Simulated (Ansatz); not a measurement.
# Hf: changing the functional

```
CELL_PARAMETERS angstrom
3.19670 0.00000 0.00000
-1.59835 2.76842 0.00000
0.00000 0.00000 5.05780
ATOMIC_POSITIONS crystal
Hf 0.66667 0.33333 0.75000
Hf 0.33333 0.66667 0.25000
```

Kept alike: task band structure; k mesh 10 × 10 × 5; occupations fermi-dirac, width 0.05 eV; no spin polarisation. Program: Ansatz, Ansatz PAW. Cutoffs run from 420 to 500 eV. The mesh is that of the run's cell of 2 atoms. No spin-orbit coupling.

| functional | pressure (GPa) |
| --- | --- |
| BLYP | 3.36 |
| LDA | -7.81 |
| PBE | 0.59 |
| PBEsol | -3.92 |
| RPBE | 3.46 |
| r2SCAN | -0.28 |
| revPBE | 2.67 |

Pressure is positive in compression, with a Pulay correction for the finite cutoff. For a metal such a mesh leaves the last digits unconverged. All rows use potentials made for PBE.

**Question.** What does the functional change here?

**Answer.** The pressure runs from -7.81 (LDA) to 3.46 GPa (RPBE). From PBE: BLYP +2.77; LDA -8.40; PBEsol -4.51; RPBE +2.87; r2SCAN -0.87; revPBE +2.08. A positive pressure means that the functional's own cell is larger than the one given, a negative one that it is smaller.
